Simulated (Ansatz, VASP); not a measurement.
**One calculation of Al, two programs**

```
CELL_PARAMETERS angstrom
-1.55939 1.55939 1.59122
1.55939 -1.55939 1.59122
1.55939 1.55939 -1.59122
ATOMIC_POSITIONS crystal
Al 0.00000 0.00000 0.00000
```

Change from the starting cell: strain -0.0200 x Voigt [1, 1, 0, 0, 0, 0], atoms carried along.

Alike in both runs: task single point; functional LDA; k mesh 20 × 20 × 20; occupations methfessel-paxton of order 1, width 0.2 eV; no spin polarisation.

|  | VASP | Ansatz |
| --- | --- | --- |
| version | VASP 6.6.1 | Ansatz 0.2.0 |
| potentials or method | VASP PAW LDA potentials, release 64 (Al) | scalar-relativistic, plane waves, PAW |
| plane-wave cutoff (eV) | 520 | 420 |
| valence electrons in the cell | 3 | 3 |

|  | VASP | Ansatz | Ansatz less VASP |
| --- | --- | --- | --- |
| gap on the k mesh at the Fermi level (eV) | none | none | - |
| pressure (GPa) | 3.9 | 3.8 | -0.10 |
| largest component of the traceless stress (GPa) | 0.78 | 0.77 | -0.008 |

A gap of «none» marks a metal or a gap that the smearing closes.
